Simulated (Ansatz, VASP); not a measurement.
## Pt in VASP and in Ansatz

```
Pt
1.0
    -0.01330    1.93575    1.94453
     1.97104    0.00303    1.92819
     2.00088    1.94926   -0.02681
Pt
1
Direct
  0.98674 0.01995 0.00694
```

Change from the starting cell: cell strained at random at fixed volume.

Alike in both runs: task single point; functional PBE; k mesh 12 × 12 × 12; occupations fermi-dirac, width 0.05 eV; no spin polarisation.

|  | VASP | Ansatz |
| --- | --- | --- |
| version | VASP 6.6.1 | Ansatz 0.2.0 |
| potentials or method | VASP PAW PBE potentials, release 64 (Pt) | Ansatz PAW |
| plane-wave cutoff (eV) | 520 | 420 |
| valence electrons in the cell | 10 | 18 |

Ansatz gave:

- gap on the k mesh at the Fermi level (eV): none
- pressure (GPa): 10.4
- largest component of the traceless stress (GPa): 1.46

Q: Which values does VASP return?

A: gap on the k mesh at the Fermi level (eV): none; pressure (GPa): 9.8; largest component of the traceless stress (GPa): 1.47.

A gap of «none» marks a metal or a gap that the smearing closes. The functional is the same, so the differences come from potentials, cutoffs and numerics. The two sets of potentials don't hold the same shells in valence.

Spin-orbit coupling is left out, which matters for the levels of Pt.
